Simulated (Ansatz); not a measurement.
# SnO: the cost of one run

All numbers are computed with Ansatz 0.2.0 through its Python package. Level of theory: DFT LDA, plane waves, PAW.

**1. Starting point**

It takes space group Pmn2_1 (No. 31, orthorhombic). Conventional cell: a = 3.355 Å, b = 5.674 Å, c = 4.222 Å, α = 90.00°, β = 90.00°, γ = 90.00°. Sn (site symmetry m) has 3 O at 2.15 to 2.16 Å as nearest neighbours. O (site symmetry m) is surrounded by 3 Sn at 2.15 to 2.16 Å.

The script reads POSCAR_sno:

```text
SnO
1.0
   3.35500500    0.00000000    0.00000000
   0.00000000    5.67410400    0.00000000
   0.00000000    0.00000000    4.22197000
Sn O
2 2
Direct
   0.00000000    0.23190900    0.51314400
   0.50000000    0.76809100    0.01314400
   0.00000000    0.89125000    0.73685700
   0.50000000    0.10875000    0.23685700
```

**2. The code**

ecut.py reads:

```python
from dataclasses import dataclass

import ansatz as az
from ase.io import read
import matplotlib.pyplot as plt


@dataclass(frozen=True)
class Settings:
    kmesh: tuple[int, ...] = (6, 4, 6)
    filling: str = "fixed"
    tolerance: float = 1e-10


cfg = Settings()

atoms = read("POSCAR_sno", format="vasp")
system = az.Crystal.from_ase(atoms)

calculation = (
    system.calculation()
    .functional(az.Functional.LDA)
    .kpoints(*cfg.kmesh)
    .occupations(cfg.filling)
    .scf(tolerance=cfg.tolerance)
    .forces()
    .stress()
)

rows = []
for value in [250, 350, 450, 550, 650, 750]:
    report = calculation.basis(value).run(threads=1, backend="cpu").report
    rows.append((value, report["free_energy_ev"] / len(report["lattice"]["sites"]), report["n_iterations"], sum(report["stress_gpa"][i][i] for i in range(3)) / 3, max(abs(f) for row in report["forces_ev_ang"] for f in row), report["n_pw"]))

print(" cutoff (eV)   F/atom (eV)    iterations       P (GPa)  max component (eV/A)   plane waves")
for row in rows:
    print(f"{str(row[0]):>12s}  {row[1]:12.5f}  {row[2]:12d}  {row[3]:12.3f}  {row[4]:20.4f}  {row[5]:12d}")

for row in rows[:-1]:
    shift = 1000 * (row[1] - rows[-1][1])
    print(f"{row[0]}: {shift:+.2f} meV/atom" + ("  (within 2 meV)" if abs(shift) < 2 else ""))
plt.figure(figsize=(4.5, 3))
plt.plot([str(row[0]) for row in rows], [1000 * (row[1] - rows[-1][1]) for row in rows], "o-")
plt.xlabel("cutoff (eV)")
plt.ylabel("F - F(last) (meV/atom)")
plt.tight_layout()
plt.savefig("ecut.png", dpi=100)
```

**3. Launch**

Launch:

```
$ python ecut.py
```

What time and memory should one allow on 1 thread of Arm Neoverse V2, shared host?

About 56 s, with a peak of 0.6 GiB.
